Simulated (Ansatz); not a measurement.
## W2COS MXene bilayer (AA) in a perpendicular field

Aim: how the W2COS MXene bilayer (AA) screens a field along its normal, and what the field does to its bands. A positive field points along +c.

Calculated with Ansatz 0.2.0; plane-wave DFT, r2SCAN-D4, Ansatz PAW, in the first sound run; inputs show where later runs differ.

## (1) The starting structure

The cell holds 10 atoms: 2 S, 4 W, 2 C and 2 O. Its edges and angles: a = 3.125 Å, b = 3.125 Å, c = 58.184 Å, α = 90.0°, β = 90.0°, γ = 120.0°. Regions: layer 1: W2COS MXene, 5 atoms (1 S, 2 W, 1 C and 1 O); layer 2: W2COS MXene, 5 atoms (1 S, 2 W, 1 C and 1 O). Vacuum lies along c.

Coordinates:

```cif
data_structure
_symmetry_space_group_name_H-M 'P 1'
_symmetry_Int_Tables_number 1
_cell_length_a 3.1254
_cell_length_b 3.1254
_cell_length_c 58.1845
_cell_angle_alpha 90.000
_cell_angle_beta 90.000
_cell_angle_gamma 120.000
_cell_volume 492.21
loop_
_atom_site_label
_atom_site_type_symbol
_atom_site_fract_x
_atom_site_fract_y
_atom_site_fract_z
_atom_site_occupancy
S1 S 0.33333 0.66667 0.38326 1
W2 W 0.66667 0.33333 0.41320 1
C3 C 0.00000 0.00000 0.43439 1
W4 W 0.33333 0.66667 0.45559 1
O5 O 0.66667 0.33333 0.47465 1
S6 S 0.33333 0.66667 0.52535 1
W7 W 0.66667 0.33333 0.55529 1
C8 C 0.00000 0.00000 0.57648 1
W9 W 0.33333 0.66667 0.59768 1
O10 O 0.66667 0.33333 0.61674 1
```

## (2) Relaxation

The starting cell is a guess, so the in-plane lattice and the atoms are relaxed first, with the slab cut off from its images along the normal.

Contents of input.yaml:

```yaml
crystal:
  lattice:
    - [3.125408, 0.0, 0.0]
    - [-1.562704, 2.7066827252, 0.0]
    - [0.0, 0.0, 58.1844764806]
  atoms:
    - { symbol: S, position: [0.3333333333, 0.6666666667, 0.3832637389] }
    - { symbol: W, position: [0.6666666667, 0.3333333333, 0.4132002413] }
    - { symbol: C, position: [0.0, 0.0, 0.4343949448] }
    - { symbol: W, position: [0.3333333333, 0.6666666667, 0.4555896483] }
    - { symbol: O, position: [0.6666666667, 0.3333333333, 0.4746495957] }
    - { symbol: S, position: [0.3333333333, 0.6666666667, 0.5253504043] }
    - { symbol: W, position: [0.6666666667, 0.3333333333, 0.5552869067] }
    - { symbol: C, position: [0.0, 0.0, 0.5764816102] }
    - { symbol: W, position: [0.3333333333, 0.6666666667, 0.5976763137] }
    - { symbol: O, position: [0.6666666667, 0.3333333333, 0.6167362611] }
  periodic: [true, true, false]
kpoints:
  mp_grid: { grid: [12, 12, 1] }
hamiltonian:
  xc: r2scan
  dispersion: d4
scf:
  occupations: { method: fermi_dirac, width: 0.05 }
  convergence: { dr2_threshold: 1.0e-09 }
relax:
  f_tol: 0.004
  max_steps: 90
  cell: {}
output:
  write_potential: true
  write_density: true
  volumetric_format: npy
```

The run is started by

```console
$ ansatz run input.yaml --threads 4 --pin off --max-ram 12288MiB --backend cpu --events-out ev --progress --plain --runs-dir out
```

Numbers of over 12 decimals in the logs are rounded to 6 here.

What it wrote:

```text
Warning: relax.cell: scf.convergence.dr2_threshold = 1e-9 eV is looser than the 1.79782543085e-10 eV advised for a relaxation that steers and ends on the stress (1e-10 eV for each atom of the cell: 10, times the square of relax.cell.stress_2d_tol = 0.05 N/m over 23.6 Å (the atoms' height at the walk's start and 5 Å past either face), 2.120e-2 GPa, over a crystal's default 0.05). What an SCF threshold leaves in a stress goes as its square root, and in the free energy as the threshold itself, and one threshold admits the most on a small cell: [figures from the program's tests cut] Set scf.convergence.dr2_threshold to 1.79782543085e-10 eV or tighter. [rest of the remark cut]
Engine: ansatz 0.2.0, x86_64-unknown-linux-gnu
Pseudopotentials: kind: paw
Pseudopotential: S, paw, valence charge 6, recommended cutoff 500 eV (meta_gga), S.paw.azcp
Pseudopotential: W, paw, valence charge 14, recommended cutoff 500 eV (meta_gga), W.paw.azcp
Pseudopotential: C, paw, valence charge 4, recommended cutoff 500 eV (meta_gga), C.paw.azcp
Pseudopotential: O, paw, valence charge 6, recommended cutoff 500 eV (meta_gga), O.paw.azcp
Functional definition: r2SCAN
  parameter k0 = 0.174
  parameter k1 = 0.065
  parameter a1 = 4.9479
  exchange = r2scan_x(k0 = k0, k1 = k1, a1 = a1)
  correlation = r2scan_c
Crystal: 10 atoms, lattice volume = 492.211 Å³
Basis set: ecut = 500 eV, 12501 PW (Γ), exchange–correlation on 96×96×1728 points (64 copies of the dense FFT grid, shifted against one another)
Bands: 54, of which v1, the nominal top of the filled ones, is band 44 counted from 1 (43 counted from 0)
Symmetry: 6 space group operations
Space group: P3m1 (ITA 156), of the structure as read, at distance tolerance 7.9e-5 Å
k-points: 19 of 144 (time reversal used)
Non-local potential: S, projectors of the file, l = 0: 2, l = 1: 2, l = 2: 2
Non-local potential: W, projectors of the file, l = 0: 3, l = 1: 2, l = 2: 2, l = 3: 1
Non-local potential: C, projectors of the file, l = 0: 2, l = 1: 2, l = 2: 1
Non-local potential: O, projectors of the file, l = 0: 2, l = 1: 2, l = 2: 1
PAW form: soft (Blöchl's): semilocal exchange-correlation on the pseudo side does not see the compensation charge
PAW frozen core: S, regenerated for the run's functional (the file was generated under x = pbe(κ = 0.804, μ = 0.219515), c = pbe(β = 0.066725))
PAW frozen core: W, regenerated for the run's functional (the file was generated under x = pbe(κ = 0.804, μ = 0.219515), c = pbe(β = 0.066725))
PAW frozen core: C, regenerated for the run's functional (the file was generated under x = pbe(κ = 0.804, μ = 0.219515), c = pbe(β = 0.066725))
PAW frozen core: O, regenerated for the run's functional (the file was generated under x = pbe(κ = 0.804, μ = 0.219515), c = pbe(β = 0.066725))
PAW one-centre angular grid: S, 302 points (default); XC on 160 Gauss nodes
PAW one-centre angular grid: W, 590 points (default); XC on 160 Gauss nodes
PAW one-centre angular grid: C, 302 points (default); XC on 239 of its mesh's 2573 points in the sphere
PAW one-centre angular grid: O, 302 points (default); XC on 160 Gauss nodes
Initial density: superposition of atomic densities (neutral atoms: chi_scale 0, normalization atom), corrected by the library's trained network
Initial wavefunctions: pseudopotential atomic-orbital guess
Functional: x = r2scan, c = r2scan; τ floored in thin density (d = 2e-4 eV/Å³)
SCF iter   1: F=—  HF=-45042.279276 eV  |F-HF|=—  |Δ(HF+E_count)|=         —  Δρ=1.28e-2  dr2=5.44e1  dr2_τ=6.54e-1  ethr=1.77e-3  ⟨swp⟩=15.2  Hψ=7566  notcnv=0
preconditioner: auto → LDOS  [metal: Δε(μ)=0.020 eV  Ē_g=8.876 eV  σ=0.050 eV  W_gap=0.10  n_scr=36 (ndim 8)  ℏωp=12.5 eV  f_vac=0.713  D(μ)=4.69/eV (n_scr^D=24)  β→1.0]
SCF iter   2: F=—  HF=-45042.297044 eV  |F-HF|=—  |Δ(HF+E_count)|=   1.78e-2  Δρ=9.63e-3  dr2=2.39e1  dr2_τ=2.69e-1  ethr=1.77e-3  ⟨swp⟩=3.1  Hψ=1646  notcnv=0  defer=16
SCF iter   3: F=—  HF=-45042.203162 eV  |F-HF|=—  |Δ(HF+E_count)|=   9.39e-2  Δρ=1.59e-3  dr2=3.31e-2  dr2_τ=2.09e-3  ethr=1.77e-3  ⟨swp⟩=3.9  Hψ=1646  notcnv=0  defer=15
SCF iter   4: F=—  HF=-45042.208531 eV  |F-HF|=—  |Δ(HF+E_count)|=   5.37e-3  Δρ=7.20e-4  dr2=3.10e-3  dr2_τ=4.50e-4  ethr=3.77e-5  ⟨swp⟩=3.5  Hψ=2535  notcnv=0  defer=21
SCF iter   5: F=—  HF=-45042.209509 eV  |F-HF|=—  |Δ(HF+E_count)|=   9.78e-4  Δρ=4.47e-4  dr2=4.79e-3  dr2_τ=1.54e-4  ethr=3.52e-6  ⟨swp⟩=3.2  Hψ=2267  notcnv=0  defer=21
SCF iter   6: F=—  HF=-45042.209341 eV  |F-HF|=—  |Δ(HF+E_count)|=   1.68e-4  Δρ=9.59e-5  dr2=2.40e-4  dr2_τ=9.22e-6  ethr=3.52e-6  ⟨swp⟩=2.6  Hψ=1600  notcnv=0  defer=21
SCF iter   7: F=—  HF=-45042.209332 eV  |F-HF|=—  |Δ(HF+E_count)|=   8.74e-6  Δρ=2.74e-5  dr2=1.46e-5  dr2_τ=9.73e-7  ethr=2.72e-7  ⟨swp⟩=3.3  Hψ=2049  notcnv=0  defer=21
SCF iter   8: F=—  HF=-45042.209333 eV  |F-HF|=—  |Δ(HF+E_count)|=   4.28e-7  Δρ=1.25e-5  dr2=2.00e-6  dr2_τ=1.12e-7  ethr=1.66e-8  ⟨swp⟩=3.5  Hψ=2381  notcnv=0  defer=21
SCF iter   9: F=—  HF=-45042.209356 eV  |F-HF|=—  |Δ(HF+E_count)|=   2.33e-5  Δρ=3.82e-6  dr2=3.58e-7  dr2_τ=4.36e-9  ethr=2.27e-9  ⟨swp⟩=3.3  Hψ=2121  notcnv=0  defer=21
SCF iter  10: F=—  HF=-45042.209356 eV  |F-HF|=—  |Δ(HF+E_count)|=   8.80e-9  Δρ=1.06e-6  dr2=1.51e-8  dr2_τ=1.19e-9  ethr=4.07e-10  ⟨swp⟩=2.5  Hψ=1733  notcnv=0  defer=21
SCF iter  11: F=—  HF=-45042.209356 eV  |F-HF|=—  |Δ(HF+E_count)|=   1.03e-8  Δρ=3.42e-7  dr2=3.28e-9  dr2_τ=1.34e-10  ethr=1.72e-11  ⟨swp⟩=3.8  Hψ=2493  notcnv=0  defer=21
SCF iter  12: F=-45042.209356 eV  HF=-45042.209356 eV  |F-HF|=1.70e-9  |Δ(HF+E_count)|=   1.29e-9  Δρ=9.78e-8  dr2=1.47e-10  dr2_τ=1.99e-11  ethr=1.14e-12  ⟨swp⟩=14.1  Hψ=9740  notcnv=0
SCF 1 converged in 12 iterations: F = -45042.209356 eV  dr2 = 1.47e-10
  greatest PAW one-centre occupation: 0.999 electrons in one spin orbital (limit 2), on the W atom at site 8 (counted from 0), in its partial waves of l = 0
relax step   1: F+E_penalty+E_count = -45042.20935611 eV  Δ(F+E_penalty+E_count) = +0.000e0 eV  max|allowed force component| = 2.045e0 eV/Å  Δτ_max = 0.0000 Å  P = -15.120 N/m  Ω = 492.211 Å³  fix = [c, alpha, beta]  reactions: c +0.000 N/m  (12 SCF iters, accepted)
Crystal: 10 atoms, lattice volume = 489.550 Å³
Basis set: ecut = 500 eV, 12465 PW (Γ), exchange–correlation on 96×96×1728 points (64 copies of the dense FFT grid, shifted against one another)
Initial density: handed on by an earlier stage of this run
Initial wavefunctions: those handed on with the density
iter 1 solved again at ethr=1.13e-3 eV; its pass at ethr=3.10e-3 eV (dr2=9.99e-1 eV) is discarded
[...]
relax step   7: F+E_penalty+E_count = -45043.27980072 eV  Δ(F+E_penalty+E_count) = -1.858e-3 eV  max|allowed force component| = 1.023e-1 eV/Å  Δτ_max = 0.1950 Å  P = +0.325 N/m  Ω = 505.237 Å³  energy of the carried Pulay correction = -1.606e-3 eV  fix = [c, alpha, beta]  reactions: c +0.000 N/m  (12 SCF iters, accepted)
relax step   8: F+E_penalty+E_count = -45043.28569980 eV  Δ(F+E_penalty+E_count) = -5.899e-3 eV  max|allowed force component| = 9.398e-2 eV/Å  Δτ_max = 0.0495 Å  P = +0.002 N/m  Ω = 505.701 Å³  energy of the carried Pulay correction = -1.663e-3 eV  fix = [c, alpha, beta]  reactions: c +0.000 N/m  (10 SCF iters, accepted)
relax step   9: F+E_penalty+E_count = -45043.28696018 eV  Δ(F+E_penalty+E_count) = -1.260e-3 eV  max|allowed force component| = 7.915e-3 eV/Å  Δτ_max = 0.0242 Å  P = -0.002 N/m  Ω = 505.415 Å³  energy of the carried Pulay correction = -1.628e-3 eV  fix = [c, alpha, beta]  reactions: c -0.000 N/m  (10 SCF iters, accepted)
relax step  10: F+E_penalty+E_count = -45043.28709118 eV  Δ(F+E_penalty+E_count) = -1.310e-4 eV  max|allowed force component| = 5.525e-3 eV/Å  Δτ_max = 0.0107 Å  P = -0.018 N/m  Ω = 505.366 Å³  energy of the carried Pulay correction = -1.622e-3 eV  fix = [c, alpha, beta]  reactions: c -0.000 N/m  (9 SCF iters, accepted)
relax step  11: F+E_penalty+E_count = -45043.28709522 eV  Δ(F+E_penalty+E_count) = -4.047e-6 eV  max|allowed force component| = 2.302e-3 eV/Å  Δτ_max = 0.0016 Å  P = -0.007 N/m  Ω = 505.361 Å³  energy of the carried Pulay correction = -1.621e-3 eV  fix = [c, alpha, beta]  reactions: c -0.000 N/m  (7 SCF iters, accepted)
Initial wavefunctions: pseudopotential atomic-orbital guess (no wavefunctions were taken with the density)
iter 1 solved again at ethr=4.27e-7 eV; its pass at ethr=3.10e-3 eV (dr2=3.76e-4 eV) is discarded
SCF iter   1: F=—  HF=-45043.287563 eV  |F-HF|=—  |Δ(HF+E_count)|=         —  Δρ=6.86e-5  dr2=1.18e-6  dr2_τ=9.19e-6  ethr=4.27e-7  ⟨swp⟩=7.2  Hψ=12951  notcnv=0
preconditioner: auto → LDOS  [metal: Δε(μ)=0.093 eV  Ē_g=9.118 eV  σ=0.050 eV  W_gap=0.38  n_scr=36 (ndim 8)  ℏωp=12.4 eV  f_vac=0.730  D(μ)=2.24/eV (n_scr^D=16)  β→1.0]
SCF iter   2: F=—  HF=-45043.288730 eV  |F-HF|=—  |Δ(HF+E_count)|=   1.17e-3  Δρ=5.20e-6  dr2=2.16e-7  dr2_τ=9.56e-9  ethr=1.35e-9  ⟨swp⟩=6.1  Hψ=3928  notcnv=0
SCF iter   3: F=—  HF=-45043.288730 eV  |F-HF|=—  |Δ(HF+E_count)|=   2.10e-7  Δρ=3.68e-6  dr2=3.06e-7  dr2_τ=9.92e-9  ethr=2.46e-10  ⟨swp⟩=4.0  Hψ=2341  notcnv=0
SCF iter   4: F=—  HF=-45043.288730 eV  |F-HF|=—  |Δ(HF+E_count)|=   1.06e-8  Δρ=1.18e-6  dr2=9.64e-9  dr2_τ=4.06e-10  ethr=2.46e-10  ⟨swp⟩=2.1  Hψ=1187  notcnv=0
SCF iter   5: F=—  HF=-45043.288730 eV  |F-HF|=—  |Δ(HF+E_count)|=   8.34e-9  Δρ=4.86e-7  dr2=1.12e-9  dr2_τ=2.29e-10  ethr=1.10e-11  ⟨swp⟩=3.8  Hψ=2568  notcnv=0
SCF iter   6: F=-45043.288730 eV  HF=-45043.288730 eV  |F-HF|=1.24e-9  |Δ(HF+E_count)|=   1.97e-9  Δρ=1.52e-7  dr2=1.38e-10  dr2_τ=6.90e-12  ethr=1.14e-12  ⟨swp⟩=19.6  Hψ=10958  notcnv=0
SCF 12 converged in 6 iterations: F = -45043.288730 eV  dr2 = 1.38e-10
relax step  12: F+E_penalty+E_count = -45043.28873040 eV  Δ(F+E_penalty+E_count) = -1.635e-3 eV  max|allowed force component| = 2.339e-3 eV/Å  Δτ_max = 0.0000 Å  P = -0.005 N/m  Ω = 505.361 Å³  fix = [c, alpha, beta]  reactions: c -0.000 N/m  stress off target by 4.93e-3 N/m on what of the cell is left free  SCF on the basis re-selected at this cell (its energy is not comparable with the rows above)  (6 SCF iters)
basis re-selected at this cell: Δ(F+E_penalty+E_count) = -1.635e-3 eV, ΔP = +0.002 N/m vs the last step (what re-selecting the basis moved, of the pressure what is left beyond the Pulay correction that the steps carried, after the strain that the cell walked since its last selection, with what the two solves' SCF thresholds leave and, on support functions, any second-order correction that the steps lacked; it is no m [...]
WARN: The output density's exchange-correlation potential varies sharply where the density is thin. Do not read a vacuum level from v_tot or v_xc, or from such a field of the output density. On a cell that repeats whose density bears no net charge and no dipole along the vacuum's axis use v_es (v_loc + v_h of the components); under efield.dipole_correction with no amplitude use v_es + v_field, which holds any externa [...]
SCF converged after 6 iterations
Free energy (F): -45043.288730 eV
Harris-Foulkes:  -45043.288730 eV  (|F-HF|=1.24e-9)
Internal energy: -45043.268632 eV  (E = F + TS)
E sigma→0 (E₀):  -45043.278681 eV
Entropy (-TS):   -0.020098 eV (-2.010 meV/atom)
Fermi energy:    -5.460464 eV
--- Per-component energies (eV) ---
  E_band       = -2501.151621
  E_kinetic    = 2557.919638
  E_local      = -791381.699743  (includes V_loc(G=0)·N_el)
  E_nonlocal   = 207.109129
  E_hartree    = 394117.623131
  E_xc         = -1424.028995
  E_vxc        = -1574.308699  (∫ρ·V_xc dr)
  E_paw        = -36111.793496  (= ΣΔE_a)
  E_vpaw       = -628.489771  (= ΣTr[D̂ρ^β])
  E_aug_tail   = 0.001776  (compensation charges beyond the density's cutoff)
  E_vtau       = 83.068362  (kinetic-family band-sum trace: ∫τ·v_τ [+ j·A + Jᵃ·Aᵃ] dr)
  E_ewald      = 386995.481727
  E_disp       = -1.197042  (pairwise vdW)
  E_core_change = -2.684758  (= ΣΔE_core)
  E_smearing   = -0.020098  (= −TS)
  E_closure    = -0.000000  (closes the sum)
  Σ components = -45043.288730   (vs F -45043.288730, Δ=0.00e0)
--- Forces (eV/Å), atoms counted from 1 ---
  atom   1  S     -0.00000000    -0.00000000     0.00022248
  atom   2  W     -0.00000000     0.00000000    -0.00140591
  atom   3  C      0.00000000    -0.00000000     0.00233868
  atom   4  W      0.00000000    -0.00000000    -0.00155177
  atom   5  O     -0.00000000     0.00000000     0.00032710
  atom   6  S      0.00000000    -0.00000000     0.00138565
  atom   7  W     -0.00000000     0.00000000    -0.00223449
  atom   8  C     -0.00000000    -0.00000000     0.00093509
  atom   9  W      0.00000000    -0.00000000     0.00010461
  atom  10  O     -0.00000000     0.00000000    -0.00012730
  max |Σ_I F_I| component: 5.86e-6 eV/Å
--- 2D stress c σ (N/m, compression-positive) ---
       -0.004927       0.000000      -0.000000
        0.000000      -0.004927       0.000000
       -0.000000       0.000000      -0.000000
  P = ½ c Tr σ = -0.0049 N/m
--- Band table (eV; the first three rows and the last of 19) ---
  k-point 0: bands = [... 40 lower, -6.9261, -6.9261, -6.8693, -6.8693, -6.5864, -6.4842, -4.7377, -4.7377, ... 6 higher]
  k-point 1: bands = [... 40 lower, -7.3824, -7.3099, -6.7235, -6.6574, -6.1662, -6.0687, -4.6644, -4.6509, ... 6 higher]
  k-point 2: bands = [... 40 lower, -7.9742, -7.8337, -6.4676, -6.3975, -5.7337, -5.5892, -4.6182, -4.5526, ... 6 higher]
  k-point 18: bands = [... 40 lower, -6.4885, -6.3098, -6.2119, -6.1276, -5.8399, -5.7673, -3.9976, -3.8452, ... 6 higher]
  the weakly bound empty levels are not read free of the cell's end (no_gap_told)
--- Relaxed structure (11 steps of the walk, 10 accepted, 1 SCFs on fresh bases) ---
  F+E_penalty+E_count = -45043.28873040 eV   max|allowed force component| = 2.339e-3 eV/Å   (the final SCF, on the basis selected at the relaxed cell)
  cell:  # Å, volume = 505.3614 Å³
    - [3.166884, 0, 0]
    - [-1.583442, 2.742602, 0]
    - [0, 0, 58.1844764806]
  atoms:
    - { symbol: S, position: [0.333333, 0.666667, 0.392095] }
    - { symbol: W, position: [0.666667, 0.333333, 0.420212] }
    - { symbol: C, position: [0, 0, 0.439278] }
    - { symbol: W, position: [0.333333, 0.666667, 0.457382] }
    - { symbol: O, position: [0.666667, 0.333333, 0.476246] }
    - { symbol: S, position: [0.333333, 0.666667, 0.524537] }
    - { symbol: W, position: [0.666667, 0.333333, 0.552586] }
    - { symbol: C, position: [0, 0, 0.571724] }
    - { symbol: W, position: [0.333333, 0.666667, 0.589902] }
    - { symbol: O, position: [0.666667, 0.333333, 0.608668] }
```

Run time: 3.3 min. Hardware: 4 threads of Intel Xeon 6975P-C (Granite Rapids), shared host; peak memory 2.1 GiB; 13 min of CPU time.

Step by step:

| step | energy less that of the first step (eV) | largest force component (eV/Å) | volume (Å³) |
| --- | --- | --- | --- |
| 1 | 0.0000 | 2.0446 | 492.21 |
| 2 | -0.9445 | 0.5270 | 489.55 |
| 3 | -0.9176 | 1.0207 | 514.33 |
| 4 | -1.0470 | 0.3059 | 505.13 |
| 5 | -1.0653 | 0.1372 | 505.06 |
| 6 | -1.0686 | 0.0793 | 505.08 |
| 7 | -1.0704 | 0.1023 | 505.24 |
| 8 | -1.0763 | 0.0940 | 505.70 |
| 9 | -1.0776 | 0.0079 | 505.41 |
| 10 | -1.0777 | 0.0055 | 505.37 |
| 11 | -1.0777 | 0.0023 | 505.36 |
| 12* | -1.0794 | 0.0023 | 505.36 |

Relaxation steps marked * repeat the geometry before them on a plane-wave basis chosen anew for their cell, so energy and pressure can jump there. Relaxation step 3 was tried and not accepted.

The run keeps the 6 symmetry operations that it works with, so distortions that break them were not tested.

```csv
cell as run,before,after,change
a (Å),3.125,3.167,+1.3 %
b (Å),3.125,3.167,+1.3 %
```

The atoms that moved most (Å, along periodic axes as changes of fractional coordinates times the final cell, across vacuum about the mean position):

```
atom     dx     dy      dz  length
  S1  0.000  0.000   0.514   0.514
 O10  0.000  0.000  -0.469   0.469
  W9  0.000  0.000  -0.452   0.452
  W2  0.000  0.000   0.408   0.408
  C3  0.000  0.000   0.284   0.284
  C8  0.000  0.000  -0.277   0.277
  W7  0.000  0.000  -0.157   0.157
  W4  0.000  0.000   0.104   0.104
```

Final coordinates:

```cif
data_structure
_symmetry_space_group_name_H-M 'P 1'
_symmetry_Int_Tables_number 1
_cell_length_a 3.1669
_cell_length_b 3.1669
_cell_length_c 58.1845
_cell_angle_alpha 90.000
_cell_angle_beta 90.000
_cell_angle_gamma 120.000
_cell_volume 505.36
loop_
_atom_site_label
_atom_site_type_symbol
_atom_site_fract_x
_atom_site_fract_y
_atom_site_fract_z
_atom_site_occupancy
S1 S 0.33333 0.66667 0.39209 1
W2 W 0.66667 0.33333 0.42021 1
C3 C 0.00000 0.00000 0.43928 1
W4 W 0.33333 0.66667 0.45738 1
O5 O 0.66667 0.33333 0.47625 1
S6 S 0.33333 0.66667 0.52454 1
W7 W 0.66667 0.33333 0.55259 1
C8 C 0.00000 0.00000 0.57172 1
W9 W 0.33333 0.66667 0.58990 1
O10 O 0.66667 0.33333 0.60867 1
```

This step gave:

- energy at zero smearing: -45043.2787 eV

The lattice constant a goes from 3.125 to 3.167 Å.

(Continued in part 2 of 3.)

[Logs are printed without paths, hosts, clocks, repeated set-up lines and the standing remarks that a program may print on its own settings, such as how far it seeks lower states.]

[Hosts, paths, dates, database ids (printed as entryN), source tags and the programs' standing remarks are cut or masked in the printed files.]

[Maps of the electrostatic potential energy from Ansatz leave out the sawtooth potential of an applied field or a dipole correction, so their vacuum need not be flat; planar profiles and work functions include it.]
